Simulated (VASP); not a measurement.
# Tl (P6_3/mmc) in VASP: equation of state, part 2 of 2

VASP 6.6.1. Earlier steps stand in the parts before.

**4. Equation of state, PBE, 29.43 Å³/atom (volume scaled by 0.98)**

INCAR reads:

```
SYSTEM = Tl
PREC = Accurate ; ENCUT = 520
EDIFF = 1E-7 ; ISMEAR = -1
SIGMA = 0.05 ; LREAL = .False.
LASPH = .True. ; NELM = 80
ALGO = Normal ; ISIF = 2
LWAVE = .False. ; LCHARG = .False.
GGA = PE ; NBANDS = 34
```

KPOINTS reads:

```
Automatic mesh
0
Gamma
  9 9 3
  0 0 0
```

POSCAR reads:

```
Tl
1.0
    3.4850889649      0.0000000000      0.0000000000
   -1.7425444824      3.0181755779      0.0000000000
    0.0000000000      0.0000000000     11.1899942671
Tl
4
Direct
    0.6666666667      0.3333333333      0.7500000000
    0.0000000000      0.0000000000      0.5000000000
    0.3333333333      0.6666666667      0.2500000000
    0.0000000000      0.0000000000      0.0000000000
```

Launch:

```sh
$ cat potpaw_PBE.64/Tl_d/POTCAR > POTCAR
$ mpirun -np 1 vasp_std > vasp.out
```

Wall time 59 s (1 thread of Intel Xeon 6975P-C (Granite Rapids), shared host); peak memory 0.26 GiB.

It converged, with:

```yaml
Free_energy: -8.8081 eV
Pressure: 1.8 GPa
Band_gap_on_the_k_mesh: none (metal or under the smearing width)
```

**5. Equation of state, PBE, 30.63 Å³/atom (volume scaled by 1.02)**

INCAR reads:

```
PREC = Accurate ; ENCUT = 520
EDIFF = 1E-7 ; ISMEAR = -1
SIGMA = 0.05 ; LREAL = F
LASPH = T ; NELM = 100
ALGO = Normal ; ISIF = 2
LWAVE = F ; LCHARG = F
GGA = PE ; NBANDS = 34
```

KPOINTS reads:

```
Automatic mesh
0
Gamma
  9 9 3
```

POSCAR reads:

```
Tl
1.0
    3.5318742652      0.0000000000      0.0000000000
   -1.7659371326      3.0586928366      0.0000000000
    0.0000000000      0.0000000000     11.3402134575
Tl
4
Direct
    0.6666666667      0.3333333333      0.7500000000
    0.0000000000      0.0000000000      0.5000000000
    0.3333333333      0.6666666667      0.2500000000
    0.0000000000      0.0000000000      0.0000000000
```

Launch:

```sh
$ cat potpaw_PBE.64/Tl_d/POTCAR > POTCAR
$ mpirun -np 1 vasp_std > vasp.out
```

It took 58 s on 1 thread of Intel Xeon 6975P-C (Granite Rapids), shared host; peak memory 0.26 GiB.

Results (log left out):

| Quantity | Value |
| --- | --- |
| Free energy | -8.8442 eV |
| Pressure | 0.5 GPa |
| Band gap on the k mesh | none (metal or under the smearing width) |

**6. Equation of state, PBE, 31.23 Å³/atom (volume scaled by 1.04)**

INCAR reads:

```
SYSTEM = Tl
ALGO     = Normal         ! electronic algorithm
EDIFF    = 1E-7           ! SCF threshold, eV
ENCUT    = 520            ! plane-wave cutoff, eV
GGA      = PE             ! functional
ISIF     = 2              ! what is computed and relaxed
ISMEAR   = -1             ! smearing method
LASPH    = .True.         ! aspherical terms in the spheres
LCHARG   = .False.        ! write CHGCAR
LREAL    = .False.        ! projectors in reciprocal space
LWAVE    = .False.        ! write WAVECAR
NBANDS   = 34             ! bands
NELM     = 100            ! most SCF steps
PREC     = Accurate       ! precision mode
SIGMA    = 0.05           ! smearing width, eV
```

KPOINTS reads:

```
k-points
0
Gamma
  9 9 3
  0 0 0
```

POSCAR reads:

```
Tl
1.0
    3.5548091563      0.0000000000      0.0000000000
   -1.7774045782      3.0785550349      0.0000000000
    0.0000000000      0.0000000000     11.4138532706
Tl
4
Direct
    0.6666666667      0.3333333333      0.7500000000
    0.0000000000      0.0000000000      0.5000000000
    0.3333333333      0.6666666667      0.2500000000
    0.0000000000      0.0000000000      0.0000000000
```

Potentials or basis: VASP PAW PBE potentials, release 64 (Tl_d).

Launch:

```sh
$ cat potpaw_PBE.64/Tl_d/POTCAR > POTCAR
$ mpirun -np 1 vasp_std > vasp.out
```

Run time: 68 s. Hardware: 1 thread of Intel Xeon 6975P-C (Granite Rapids), shared host; peak memory 0.27 GiB.

It converged, with:

```
Free energy            : -8.8486 eV
Pressure               : -0.1 GPa
Band gap on the k mesh : none (metal or under the smearing width)
```

**7. Equation of state, PBE, 31.83 Å³/atom (volume scaled by 1.06)**

INCAR reads:

```
  ALGO = Normal
  EDIFF = 1E-7
  ENCUT = 520
  GGA = PE
  ISIF = 2
  ISMEAR = -1
  LASPH = True
  LCHARG = False
  LREAL = False
  LWAVE = False
  NBANDS = 34
  NELM = 60
  PREC = Accurate
  SIGMA = 0.05
```

KPOINTS reads:

```
k-points
0
Gamma
  9 9 3
```

POSCAR reads:

```
Tl
1.0
    3.5774518634      0.0000000000      0.0000000000
   -1.7887259317      3.0981641944      0.0000000000
    0.0000000000      0.0000000000     11.4865549331
Tl
4
Direct
    0.6666666667      0.3333333333      0.7500000000
    0.0000000000      0.0000000000      0.5000000000
    0.3333333333      0.6666666667      0.2500000000
    0.0000000000      0.0000000000      0.0000000000
```

Potentials or basis: VASP PAW PBE potentials, release 64 (Tl_d).

Launch:

```sh
$ cat potpaw_PBE.64/Tl_d/POTCAR > POTCAR
$ mpirun -np 1 vasp_std > vasp.out
```

OUTCAR:

```text
EDIFF = 1E-7
   ENCUT = 520
   GGA = PE
   ISIF = 2
   ISMEAR = -1
   LASPH = True
   LREAL = False
   NELM = 60
   PREC = Accurate

 Found     24 irreducible k-points:

 Following reciprocal coordinates:
            Coordinates               Weight
  0.000000  0.000000  0.000000      1.000000
  0.111111  0.000000  0.000000      6.000000
  0.222222  0.000000  0.000000      6.000000
  0.333333  0.000000  0.000000      6.000000
  0.444444  0.000000  0.000000      6.000000
  0.111111  0.111111  0.000000      6.000000
   k-points           NKPTS =     24   k-points in BZ     NKDIM =     24   number of bands    NBANDS=     34
   number of dos      NEDOS =    301   number of ions     NIONS =      4
   total plane-waves  NPLWV =  70560
   dimension x,y,z NGX =    28 NGY =   28 NGZ =   90
   dimension x,y,z NGXF=    56 NGYF=   56 NGZF=  180
   ions per type =               4
   NGX,Y,Z   is equivalent  to a cutoff of  13.01, 13.01, 13.03 a.u.
   NGXF,Y,Z  is equivalent  to a cutoff of  26.02, 26.02, 26.05 a.u.
 SYSTEM =  unknown system
   PREC   = accura    normal or accurate (medium, high low for compatibility)
   ISTART =      0    job   : 0-new  1-cont  2-samecut
[... 55 lines left out ...]

 E-fermi :   5.4861     XC(G=0):  -9.6660

 val. band max:        5.4848743522   @ k =   0.2222   0.2222   0.0000
 cond. band min:       5.4901011065   @ k =   0.3333   0.2222   0.3333
 fundamental gap:      0.0052267543
 Fermi energy:         5.4860650806

 k-point     1 :       0.0000    0.0000    0.0000
  band No.  band energies     occupation
      1      -6.1016      2.00000
      2      -6.0230      2.00000
      3      -6.0032      2.00000
      4      -5.9914      2.00000
      5      -5.9914      2.00000
      6      -5.9688      2.00000
[... 211 lines left out ...]
     33      11.5411      0.00000
     34      13.1180      0.00000

 [... further k-points ...]

------------------------ aborting loop because EDIFF is reached ----------------------------------------

  FORCE on cell =-STRESS in cart. coord.  units (eV):
  Direction    XX          YY          ZZ          XY          YZ          ZX
  --------------------------------------------------------------------------------------
  -------------------------------------------------------------------------------------
  Total       -0.3628956     -0.3628956     -0.5500569      0.0000000      0.0000000     -0.0000000
  in kB       -4.5669287     -4.5669287     -6.9222963      0.0000000      0.0000000     -0.0000000
  external PRESSURE =      -5.3520513 kB  Pullay stress =       0.0000000 kB

 VOLUME and BASIS-vectors are now :
 -----------------------------------------------------------------------------
  energy-cutoff  :      520.00
  volume of cell :      127.31
      direct lattice vectors                 reciprocal lattice vectors
     3.577451863  0.000000000  0.000000000     0.279528569  0.161385895  0.000000000
    -1.788725932  3.098164194  0.000000000     0.000000000  0.322771789  0.000000000
     0.000000000  0.000000000 11.486554933     0.000000000  0.000000000  0.087058305

 POSITION                                       TOTAL-FORCE (eV/Angst)
 -----------------------------------------------------------------------------------
      1.78873      1.03272      8.61492        -0.000000     -0.000000      0.000000
      0.00000      0.00000      5.74328         0.000000      0.000000      0.000000
     -0.00000      2.06544      2.87164         0.000000      0.000000     -0.000000
      0.00000      0.00000      0.00000         0.000000      0.000000      0.000000
 -----------------------------------------------------------------------------------
    total drift:                                0.000000     -0.000000      0.000000

  FREE ENERGIE OF THE ION-ELECTRON SYSTEM (eV)
  ---------------------------------------------------
  free  energy   TOTEN  =        -8.8452667769 eV

  energy  without entropy=       -8.8185121151  energy(sigma->0) =       -8.83188945
```

Run time: 56 s. Hardware: 1 thread of Intel Xeon 6975P-C (Granite Rapids), shared host; peak memory 0.27 GiB.

Results:

```yaml
Free_energy: -8.8453 eV
Pressure: -0.5 GPa
Band_gap_on_the_k_mesh: none (metal or under the smearing width)
```

**8. Equation of state, PBE**

Potentials or basis: VASP PAW PBE potentials, release 64 (Tl_d).

No new run: the results of the series are fitted here.

Results:

* Equilibrium volume: 31.26 Å³/atom
* Bulk modulus at fixed shape and positions: 27 GPa
* Pressure derivative of the bulk modulus: 5.5

Energy against volume, from the lowest point:
| volume (Å³/atom) | energy (meV/atom) |
| --- | --- |
| 28.225 | 30.42 |
| 28.825 | 18.70 |
| 29.426 | 10.13 |
| 30.026 | 4.38 |
| 30.627 | 1.10 |
| 31.227 | 0.00 |
| 31.828 | 0.83 |

Caveat: the cell was scaled at fixed shape and fractional positions, which overstates the stiffness of a crystal with free parameters, most of all of layers and chains. Spin-orbit coupling is left out, which matters for the levels of Tl.
